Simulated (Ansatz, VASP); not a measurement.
## One calculation of HgTe, two programs

INCAR

```
  PREC = Accurate
  ENCUT = 520
  EDIFF = 1E-8
  ISMEAR = -1
  SIGMA = 0.08
  LREAL = False
  LASPH = True
  NELM = 100
  ALGO = Normal
  ISIF = 2
  LWAVE = False
  LCHARG = False
  GGA = PE
  LEFG = True
  NBANDS = 16
```

Contents of KPOINTS:

```
Automatic mesh
0
Gamma
  10 10 10
```

Contents of POSCAR:

```
HgTe
1.0
    0.0000000000      2.8630700000      2.9215000000
    2.8630700000      0.0000000000      2.9215000000
    2.8630700000      2.8630700000      0.0000000000
Hg Te
1 1
Direct
    0.0000000000      0.0000000000      0.0000000000
    0.5000000000      0.5000000000      0.5000000000
```

Input for Ansatz:

```yaml
crystal:
  lattice:
    - [0.0, 2.86307, 2.9215]
    - [2.86307, 0.0, 2.9215]
    - [2.86307, 2.86307, 0.0]
  atoms:
    - { symbol: Hg, position: [0.0, 0.0, 0.0] }
    - { symbol: Te, position: [0.5, 0.5, 0.5] }
kpoints:
  mp_grid: { grid: [10, 10, 10] }
scf:
  occupations: { method: fermi_dirac, width: 0.08 }
hamiltonian:
  xc: pbe
  pseudopotentials: { kind: paw }
output:
  forces: true
  stress: true
  eigenvalues: true
  efg: { contact_densities: true }
```

Change from the starting cell: x and y stretched by -2 %, z held, PAW files.

Alike in both runs: task electric field gradients; functional PBE; k mesh 10 × 10 × 10; occupations fermi-dirac, width 0.08 eV; no spin polarisation.

|  | VASP | Ansatz |
| --- | --- | --- |
| version | VASP 6.6.1 | Ansatz 0.2.0 |
| potentials or method | VASP PAW PBE potentials, release 64 (Hg, Te) | PAW with Ansatz's default frozen-core files, scalar-relativistic |
| plane-wave cutoff (eV) | 520 | 420 |
| valence electrons in the cell | 18 | 36 |

```tsv
	VASP	Ansatz	Ansatz less VASP
pressure (GPa)	15.1	14.8	-0.31
largest component of the traceless stress (GPa)	2.34	2.30	-0.045
Vzz of the field gradient on the site that differs most (V/Å²)	42.9	30.5	-12.39
```

The two sets of potentials don't hold the same shells in valence. Ansatz warned: «gradients_without_spin_orbit».

Caveats: so large a pressure means that the cell lies far from this level's equilibrium, or that cutoff or potentials fall short (VASP). The runs have no spin-orbit coupling, so splittings on Hg, Te are missing.
